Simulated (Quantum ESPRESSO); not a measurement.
W2C under changes of volume

One of the cells (12.729 Å³/atom); the others are scaled copies at fixed shape and fractional positions:

```
W C
1.0
     3.07005    0.00000    0.00000
    -1.53502    2.65874    0.00000
     0.00000    0.00000    4.67843
W C
2 1
Cartesian
  1.5350 0.8862 1.1868
  0.0000 1.7725 3.4917
  0.0000 0.0000 0.0000
```

The cell comes from a database or a generator and needn't be the stable form of this composition.

```yaml
Program: Quantum ESPRESSO 7.5
Functional: PBEsol
Potentials_or_basis: GBRV 1.5 PBEsol
Cutoff: 762 eV
Density_cutoff: 6095 eV
k_mesh: 10 × 10 × 6
Occupations: fermi-dirac, width 0.05 eV
Spin: no spin polarisation
```

```csv
volume (Å³/atom),energy over the lowest point (meV/atom),pressure (GPa)
11.965,15.39,13.0
12.220,1.42,4.7
12.475,0.00,-2.8
12.729,9.83,-9.5
12.984,29.76,-15.5
13.238,?,?
13.493,95.81,-25.7
```

Q: What does the run at 13.238 Å³/atom give?

A: Energy over the lowest point 58.73 meV/atom; pressure -20.9 GPa.

Worked out: A Birch-Murnaghan fit of order 3 (a polynomial in V^(-2/3)) to the other rows has its minimum at 12.38 Å³/atom with B0 = V·E''(V) = 358 GPa and B' = 4.3 at fixed shape and positions, which overstates the stiffness. It gives 58.66 meV/atom at 13.238 Å³/atom, against the run's 58.73, and -dE/dV = -20.9 GPa, against -20.9.

Energies are extrapolated to zero smearing.
